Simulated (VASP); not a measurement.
# BN (P6_3/mmc) in VASP: further runs

One crystal, BN, is run at these levels: r2SCAN; tasks: relaxation of shape and atoms at fixed volume.

All numbers are computed with VASP 6.6.1; they aren't measurements. Logs are shortened: lines on timing, memory, paths and dates and some standing lists are left out, and cuts for length are marked.

## 1. The undisturbed crystal

It takes space group P6_3/mmc (No. 194, hexagonal). The conventional cell has a = 2.498 Å, b = 2.498 Å, c = 6.636 Å, α = 90.00°, β = 90.00°, γ = 120.00°. B (site symmetry -6m2) has 3 N at 1.44 Å as nearest neighbours. Around N (site symmetry -6m2) lie 3 B at 1.44 Å.

## 2. Relaxation of shape and atoms at fixed volume, r2SCAN (a relaxed cell with its volume scaled by 0.94)

File INCAR:

```
SYSTEM = BN
PREC = Accurate
ENCUT = 520
EDIFF = 1E-7
ISMEAR = 0
SIGMA = 0.02
LREAL = .False.
LASPH = .True.
NELM = 60
ALGO = Normal
ISIF = 4
LWAVE = .False.
LCHARG = .False.
METAGGA = R2SCAN
LMIXTAU = .True.
IBRION = 2
NSW = 80
EDIFFG = -0.002
```

File KPOINTS:

```
regular mesh
0
Gamma
  15 15 6
  0 0 0
```

File POSCAR:

```
BN                                      
1.0
    2.4514278277      0.0000000000     -0.0000000000
   -1.2257139138      2.1229987697     -0.0000000000
    0.0000000000     -0.0000000000      6.6511921020
  B               N             
     2     2
Direct
     0.3333333300000021    0.6666666699999979    0.2500000000000000
     0.6666666699999979    0.3333333300000021    0.7500000000000000
     0.3333333300000021    0.6666666699999979    0.7500000000000000
     0.6666666699999979    0.3333333300000021    0.2500000000000000
```

Potentials or basis: VASP PAW PBE potentials, release 64 (B, N).

Launch:

```sh
$ cat potpaw_PBE.64/B/POTCAR potpaw_PBE.64/N/POTCAR > POTCAR
$ mpirun -np 1 vasp_std > vasp.out
```

OUTCAR:

```text
SYSTEM = BN
   PREC = Accurate
   ENCUT = 520
   EDIFF = 1E-7
   ISMEAR = 0
   LREAL = .False.
   LASPH = .True.
   NELM = 60
   ISIF = 4
   METAGGA = R2SCAN
   IBRION = 2
   NSW = 80
   EDIFFG = -0.002

 ion  position               nearest neighbor table
   1  0.333  0.667  0.250-   4 1.42   4 1.42   4 1.42
   2  0.667  0.333  0.750-   3 1.42   3 1.42   3 1.42
   3  0.333  0.667  0.750-   2 1.42   2 1.42   2 1.42
   4  0.667  0.333  0.250-   1 1.42   1 1.42   1 1.42

  LATTYP: Found a hexagonal cell.
 ALAT       =     2.4514278277
 C/A-ratio  =     2.7131910745

  Lattice vectors:

 A1 = (   2.4514278277,   0.0000000000,   0.0000000000)
 A2 = (  -1.2257139138,   2.1229987697,   0.0000000000)
 A3 = (   0.0000000000,   0.0000000000,   6.6511921020)

Analysis of symmetry for initial positions (statically):
=====================================================================
 Subroutine PRICEL returns:
 Original cell was already a primitive cell.

 Routine SETGRP: Setting up the symmetry group for a
 hexagonal supercell.

 Subroutine GETGRP returns: Found 24 space group operations
 (whereof 12 operations were pure point group operations)
 out of a pool of 24 trial point group operations.

The static configuration has the point symmetry D_3d.
 The point group associated with its full space group is D_6h.

Analysis of symmetry for dynamics (positions and initial velocities):
=====================================================================
 Subroutine PRICEL returns:
 Original cell was already a primitive cell.

 Routine SETGRP: Setting up the symmetry group for a
 hexagonal supercell.

 Subroutine GETGRP returns: Found 24 space group operations
 (whereof 12 operations were pure point group operations)
 out of a pool of 24 trial point group operations.

The dynamic configuration has the point symmetry D_3d.
 The point group associated with its full space group is D_6h.

 Subroutine INISYM returns: Found 24 space group operations
 (whereof 12 operations are pure point group operations),
 and found     1 'primitive' translations

----------------------------------------------------------------------------------------

                                     Primitive cell

  volume of cell :      34.6153

  direct lattice vectors                    reciprocal lattice vectors
[... 112 lines left out ...]
  volume/ion in A,a.u.               =       8.65        58.40
  Fermi-wavevector in a.u.,A,eV,Ry     =   1.265781  2.391980 21.799289  1.602203
  Thomas-Fermi vector in A             =   2.399017
   LORBIT       =      0    0 simple, 1 ext, 2 COOP (PROOUT), +10 PAW based schemes
   METAGGA = R2SCAN    functional components
   LHFCALC =     F    Hartree Fock is set to
   AEXX    =    0.0000 exact exchange contribution
   IVDW    =     0    specifies the selected vdW correction
   LEPSILON=     F    determine dielectric tensor
   LRPA    =     F    only Hartree local field effects (RPA)
 conjugate gradient relaxation of ions
 non-spin polarized calculation
 Gauss-broadening in eV      SIGMA  =   0.02
  energy-cutoff  :      520.00
  volume of cell :       34.62
 maximum number of plane-waves:       955
   NGX =  9   NGY =  9   NGZ = 25

--------------------------------------- Ionic step        1  -------------------------------------------

 number of electron      16.0000000 magnetization

 Free energy of the ion-electron system (eV)
  ---------------------------------------------------
  ext. energy  EPLUGINS =         0.00000000
  ---------------------------------------------------
  free energy    TOTEN  =       -38.48145083 eV

  energy without entropy =      -38.48145083  energy(sigma->0) =      -38.48145083

------------------------ aborting loop because EDIFF is reached ----------------------------------------

  FORCE on cell =-STRESS in cart. coord.  units (eV):
  Direction    XX          YY          ZZ          XY          YZ          ZX
  --------------------------------------------------------------------------------------
  -------------------------------------------------------------------------------------
  Total        5.3900309      5.3900309      0.1362037      0.0000000     -0.0000000      0.0000000
  in kB      249.4787131    249.4787120      6.3042160      0.0000000     -0.0000000      0.0000000
  external PRESSURE =     168.4205471 kB  Pullay stress =       0.0000000 kB
[... 63 lines left out ...]
--------------------------------------- Ionic step        3  -------------------------------------------

 number of electron      15.9999999 magnetization

 Free energy of the ion-electron system (eV)
  ---------------------------------------------------
  ext. energy  EPLUGINS =         0.00000000
  ---------------------------------------------------
  free energy    TOTEN  =       -38.57890748 eV

  energy without entropy =      -38.57890748  energy(sigma->0) =      -38.57890748

 E-fermi :   2.5591     XC(G=0): -10.9978

 val. band max:        2.3963564081   @ k =   0.3333   0.2667   0.0000
 cond. band min:       7.2465797924   @ k =   0.4667   0.0667   0.0000
 fundamental gap:      4.8502233843
 Fermi energy:         2.5590911801

 k-point     1 :       0.0000    0.0000    0.0000
  band No.  band energies     occupation
      1     -16.5357      2.00000
      2     -16.1557      2.00000
      3      -4.2317      2.00000
      4      -1.6467      2.00000
      5       0.9956      2.00000
      6       0.9956      2.00000
      7       1.0514      2.00000
      8       1.0514      2.00000
      9       8.2673      0.00000
     10      13.9511      0.00000
     11      14.6783      0.00000
     12      14.6783      0.00000
[... 331 lines left out ...]
 k-point    24 :       0.4000    0.2000    0.0000
  band No.  band energies     occupation
      1     -12.8410      2.00000
      2     -12.7653      2.00000
      3      -6.4820      2.00000
      4      -6.3673      2.00000
      5      -3.8530      2.00000
      6      -3.7453      2.00000
      7       1.4165      2.00000
      8       2.3046      2.00000
      9       7.6197      0.00000
     10       8.5889      0.00000
     11      14.9211      0.00000
     12      14.9986      0.00000

 [... further k-points ...]

------------------------ aborting loop because EDIFF is reached ----------------------------------------

  FORCE on cell =-STRESS in cart. coord.  units (eV):
  Direction    XX          YY          ZZ          XY          YZ          ZX
  --------------------------------------------------------------------------------------
  -------------------------------------------------------------------------------------
  Total        0.4623853      0.4623853      0.4689163      0.0000000     -0.0000000      0.0000000
  in kB       21.4015993     21.4015992     21.7038903      0.0000000     -0.0000000      0.0000000
  external PRESSURE =      21.5023629 kB  Pullay stress =       0.0000000 kB
[... 19 lines left out ...]
  FREE ENERGIE OF THE ION-ELECTRON SYSTEM (eV)
  ---------------------------------------------------
  free  energy   TOTEN  =       -38.5789074798 eV

  energy  without entropy=      -38.5789074798  energy(sigma->0) =      -38.57890748

 reached required accuracy - stopping structural energy minimisation
```

CONTCAR:

```text
BN
   1.00000000000000
     2.4979752262448796    0.0000000000033116    0.0000000000000000
    -1.2489876130686226    2.1633099986989315   -0.0000000000000000
     0.0000000000000000   -0.0000000000000000    6.4056242729841308
  B               N
     2     2
Direct
     0.3333333300000021    0.6666666699999979    0.2500000000000000
     0.6666666699999979    0.3333333300000021    0.7500000000000000
     0.3333333300000021    0.6666666699999979    0.7500000000000000
     0.6666666699999979    0.3333333300000021    0.2500000000000000

  0.00000000E+00  0.00000000E+00  0.00000000E+00
  0.00000000E+00  0.00000000E+00  0.00000000E+00
  0.00000000E+00  0.00000000E+00  0.00000000E+00
  0.00000000E+00  0.00000000E+00  0.00000000E+00
```

Run time: 3.5 min. Hardware: 1 thread of Intel Xeon 6975P-C (Granite Rapids), shared host; peak memory 0.17 GiB.

What came out:

```yaml
Free_energy: -38.5789 eV
Energy_gained_by_relaxing: 24.4 meV/atom
Ionic_steps: 3
Pressure_after_relaxing: 2.2 GPa
Band_gap_on_the_k_mesh: 4.85 eV, indirect (least direct gap 5.21 eV)
```

The path:
```csv
step,energy change (eV),largest force (eV/Å),pressure (GPa),volume (Å³)
1,0.0000,0.0000,16.84,34.62
2,-0.0957,0.0000,0.27,34.62
3,-0.0975,0.0000,2.15,34.62
```

Final structure:
```yaml
crystal:
  lattice:
    - [2.49798, 0.00000, 0.00000]
    - [-1.24899, 2.16331, 0.00000]
    - [0.00000, 0.00000, 6.40562]
  atoms:
    - { symbol: B, position: [0.33333, 0.66667, 0.25000] }
    - { symbol: B, position: [0.66667, 0.33333, 0.75000] }
    - { symbol: N, position: [0.33333, 0.66667, 0.75000] }
    - { symbol: N, position: [0.66667, 0.33333, 0.25000] }
```

Caveat: the PAW data sets were made with another functional, which shifts forces and pressure a little; an odd mesh through Γ misses points on the zone boundary, where band edges often lie.

## 3. Relaxation of shape and atoms at fixed volume, r2SCAN (a relaxed cell with its volume scaled by 1.06)

INCAR is that of step 2.

KPOINTS is that of step 2.

Changes to POSCAR since step 2:

```diff
@@ -2,5 +2,5 @@
 1.0
-    2.4514278277      0.0000000000     -0.0000000000
-   -1.2257139138      2.1229987697     -0.0000000000
-    0.0000000000     -0.0000000000      6.6511921020
+    2.5515952341      0.0000000000     -0.0000000000
+   -1.2757976170      2.2097462881     -0.0000000000
+    0.0000000000     -0.0000000000      6.9229654150
   B               N
```

Potentials or basis: VASP PAW PBE potentials, release 64 (B, N).

Launch:

```sh
$ cat potpaw_PBE.64/B/POTCAR potpaw_PBE.64/N/POTCAR > POTCAR
$ mpirun -np 1 vasp_std > vasp.out
```

OUTCAR:

```text
SYSTEM = BN
   PREC = Accurate
   ENCUT = 520
   EDIFF = 1E-7
   ISMEAR = 0
   LREAL = .False.
   LASPH = .True.
   NELM = 60
   ISIF = 4
   METAGGA = R2SCAN
   IBRION = 2
   NSW = 80
   EDIFFG = -0.002

 ion  position               nearest neighbor table
   1  0.333  0.667  0.250-   4 1.47   4 1.47   4 1.47
   2  0.667  0.333  0.750-   3 1.47   3 1.47   3 1.47
   3  0.333  0.667  0.750-   2 1.47   2 1.47   2 1.47
   4  0.667  0.333  0.250-   1 1.47   1 1.47   1 1.47

  LATTYP: Found a hexagonal cell.
 ALAT       =     2.5515952341
 C/A-ratio  =     2.7131910745

  Lattice vectors:

 A1 = (   2.5515952341,   0.0000000000,   0.0000000000)
 A2 = (  -1.2757976170,   2.2097462881,   0.0000000000)
 A3 = (   0.0000000000,   0.0000000000,   6.9229654150)

Analysis of symmetry for initial positions (statically):
=====================================================================
 Subroutine PRICEL returns:
 Original cell was already a primitive cell.

 Routine SETGRP: Setting up the symmetry group for a
 hexagonal supercell.

 Subroutine GETGRP returns: Found 24 space group operations
 (whereof 12 operations were pure point group operations)
 out of a pool of 24 trial point group operations.

The static configuration has the point symmetry D_3d.
 The point group associated with its full space group is D_6h.

Analysis of symmetry for dynamics (positions and initial velocities):
=====================================================================
 Subroutine PRICEL returns:
 Original cell was already a primitive cell.

 Routine SETGRP: Setting up the symmetry group for a
 hexagonal supercell.

 Subroutine GETGRP returns: Found 24 space group operations
 (whereof 12 operations were pure point group operations)
 out of a pool of 24 trial point group operations.

[... 146 lines left out ...]

 number of electron      16.0000003 magnetization

 Free energy of the ion-electron system (eV)
  ---------------------------------------------------
  ext. energy  EPLUGINS =         0.00000000
  ---------------------------------------------------
  free energy    TOTEN  =       -38.50688219 eV

  energy without entropy =      -38.50688219  energy(sigma->0) =      -38.50688219

------------------------ aborting loop because EDIFF is reached ----------------------------------------

  FORCE on cell =-STRESS in cart. coord.  units (eV):
  Direction    XX          YY          ZZ          XY          YZ          ZX
  --------------------------------------------------------------------------------------
  -------------------------------------------------------------------------------------
  Total       -4.6223527     -4.6223527     -0.0918987     -0.0000000     -0.0000000     -0.0000000
  in kB     -189.7261979   -189.7261971     -3.7720146     -0.0000000     -0.0000000     -0.0000000
  external PRESSURE =    -127.7414698 kB  Pullay stress =       0.0000000 kB
[... 63 lines left out ...]
--------------------------------------- Ionic step        3  -------------------------------------------

 number of electron      15.9999998 magnetization

 Free energy of the ion-electron system (eV)
  ---------------------------------------------------
  ext. energy  EPLUGINS =         0.00000000
  ---------------------------------------------------
  free energy    TOTEN  =       -38.59124672 eV

  energy without entropy =      -38.59124672  energy(sigma->0) =      -38.59124672

 E-fermi :   1.4981     XC(G=0): -10.2039

 val. band max:        1.4003959464   @ k =   0.3333   0.3333   0.5000
 cond. band min:       6.4290920104   @ k =   0.4667   0.0667   0.0000
 fundamental gap:      5.0286960640
 Fermi energy:         1.4980651565

 k-point     1 :       0.0000    0.0000    0.0000
  band No.  band energies     occupation
      1     -17.3260      2.00000
      2     -17.1707      2.00000
      3      -4.6670      2.00000
      4      -3.1887      2.00000
      5       0.0428      2.00000
      6       0.0429      2.00000
      7       0.0595      2.00000
      8       0.0595      2.00000
      9       6.5458      0.00000
     10      11.3882      0.00000
     11      13.7125      0.00000
     12      13.7125      0.00000
[... 331 lines left out ...]
 k-point    24 :       0.4000    0.2000    0.0000
  band No.  band energies     occupation
      1     -13.7506      2.00000
      2     -13.7219      2.00000
      3      -7.3649      2.00000
      4      -7.3182      2.00000
      5      -4.7563      2.00000
      6      -4.7184      2.00000
      7       0.7440      2.00000
      8       1.2208      2.00000
      9       6.6984      0.00000
     10       7.2557      0.00000
     11      13.7624      0.00000
     12      14.1341      0.00000

 [... further k-points ...]

------------------------ aborting loop because EDIFF is reached ----------------------------------------

  FORCE on cell =-STRESS in cart. coord.  units (eV):
  Direction    XX          YY          ZZ          XY          YZ          ZX
  --------------------------------------------------------------------------------------
  -------------------------------------------------------------------------------------
  Total       -0.2680288     -0.2680288     -0.2692271     -0.0000000     -0.0000000      0.0000000
  in kB      -11.0013425    -11.0013425    -11.0505267     -0.0000000     -0.0000000      0.0000000
  external PRESSURE =     -11.0177372 kB  Pullay stress =       0.0000000 kB
[... 19 lines left out ...]
  FREE ENERGIE OF THE ION-ELECTRON SYSTEM (eV)
  ---------------------------------------------------
  free  energy   TOTEN  =       -38.5912467190 eV

  energy  without entropy=      -38.5912467190  energy(sigma->0) =      -38.59124672

 reached required accuracy - stopping structural energy minimisation
```

CONTCAR:

```text
BN
   1.00000000000000
     2.5051861901751122   -0.0000000000032741   -0.0000000000000000
    -1.2525930950413013    2.1695548777298255    0.0000000000000000
     0.0000000000000000   -0.0000000000000000    7.1818397191757555
  B               N
     2     2
Direct
     0.3333333300000021    0.6666666699999979    0.2500000000000000
     0.6666666699999979    0.3333333300000021    0.7500000000000000
     0.3333333300000021    0.6666666699999979    0.7500000000000000
     0.6666666699999979    0.3333333300000021    0.2500000000000000

  0.00000000E+00  0.00000000E+00  0.00000000E+00
  0.00000000E+00  0.00000000E+00  0.00000000E+00
  0.00000000E+00  0.00000000E+00  0.00000000E+00
  0.00000000E+00  0.00000000E+00  0.00000000E+00
```

Wall time 4.7 min (1 thread of Intel Xeon 6975P-C (Granite Rapids), shared host); peak memory 0.19 GiB.

Results:

```
Free energy               : -38.5912 eV
Energy gained by relaxing : 21.1 meV/atom
Ionic steps               : 3
Pressure after relaxing   : -1.1 GPa
Band gap on the k mesh    : 5.03 eV, indirect (least direct gap 5.37 eV)
```

Step by step:
| step | energy change (eV) | largest force (eV/Å) | pressure (GPa) | volume (Å³) |
| --- | --- | --- | --- | --- |
| 1 | 0.0000 | 0.0000 | -12.77 | 39.03 |
| 2 | -0.0843 | 0.0000 | -1.30 | 39.03 |
| 3 | -0.0844 | 0.0000 | -1.10 | 39.03 |

Final structure:
```xyz
4
Lattice="2.5052 0.0000 0.0000 -1.2526 2.1696 0.0000 0.0000 0.0000 7.1818" Properties=species:S:1:pos:R:3 pbc="T T T"
B     0.0000    1.4464    1.7955
B     1.2526    0.7232    5.3864
N     0.0000    1.4464    5.3864
N     1.2526    0.7232    1.7955
```

Caveat: the PAW data sets were made with another functional, which shifts forces and pressure a little; an odd mesh through Γ misses points on the zone boundary, where band edges often lie.

(Part 1 of 2 ends here.)
